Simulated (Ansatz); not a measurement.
# TaN: the cost of one run

Method: DFT PBEsol, scalar-relativistic, plane waves, PAW, in Ansatz 0.2.0.

## 1. Starting point

The structure is cubic, space group Fm-3m (No. 225). The conventional cell has a = 4.376 Å, b = 4.376 Å, c = 4.376 Å, α = 90.00°, β = 90.00°, γ = 90.00°. Ta (site symmetry m-3m) is surrounded by 6 N at 2.19 Å. N (site symmetry m-3m) is surrounded by 6 Ta at 2.19 Å.

As a file:

```cif
data_structure
_symmetry_space_group_name_H-M 'P 1'
_symmetry_Int_Tables_number 1
_cell_length_a 3.0941
_cell_length_b 3.0941
_cell_length_c 3.0941
_cell_angle_alpha 60.000
_cell_angle_beta 60.000
_cell_angle_gamma 60.000
_cell_volume 20.94
loop_
_atom_site_label
_atom_site_type_symbol
_atom_site_fract_x
_atom_site_fract_y
_atom_site_fract_z
_atom_site_occupancy
Ta1 Ta 0.50000 0.50000 0.50000 1
N1 N 0.00000 0.00000 0.00000 1
```

It is the result of an earlier relaxation at this level (volume 10.47 Å³/atom; gap on the mesh: none (metal)).

## 2. Electronic structure at the relaxed geometry

Contents of input.yaml:

```yaml
crystal:
  lattice:
    - [0.0, 2.1878447014, 2.1878447014]
    - [2.1878447014, 0.0, 2.1878447014]
    - [2.1878447014, 2.1878447014, 0.0]
  atoms:
    - { symbol: Ta, position: [0.5, 0.5, 0.5] }
    - { symbol: "N", position: [0.0, 0.0, 0.0] }
basis:
  ecutwfc: 420
kpoints:
  mp_grid: { grid: [16, 16, 16] }
  band_path:
    path:
      - [[0.0, 0.0, 0.0], [0.5, 0.0, 0.5], [0.625, 0.25, 0.625]]
      - [[0.375, 0.375, 0.75], [0.0, 0.0, 0.0], [0.5, 0.5, 0.5], [0.5, 0.25, 0.75], [0.5, 0.0, 0.5]]
    npoints: 14
hamiltonian:
  xc: pbesol
scf:
  occupations: { method: gaussian, width: 0.1 }
  n_extra_bands: 6
output:
  forces: true
  stress: true
  eigenvalues: true
  populations: true
  dos: { projected: true, de: 0.02, nscf_kmesh: { grid: [24, 24, 24] } }
  bader: true
  write_density: true
  write_potential: true
  elf: true
  volumetric_format: npy
```

Command:

```sh
> ansatz run input.yaml --threads 1 --pin off --max-ram 2560MiB --backend cpu --events-out ev --progress --plain --runs-dir out
```

Q: Estimate wall time and peak memory on 1 thread of Intel Xeon 6975P-C (Granite Rapids), shared host.

About 15 s, with a peak of 0.4 GiB.
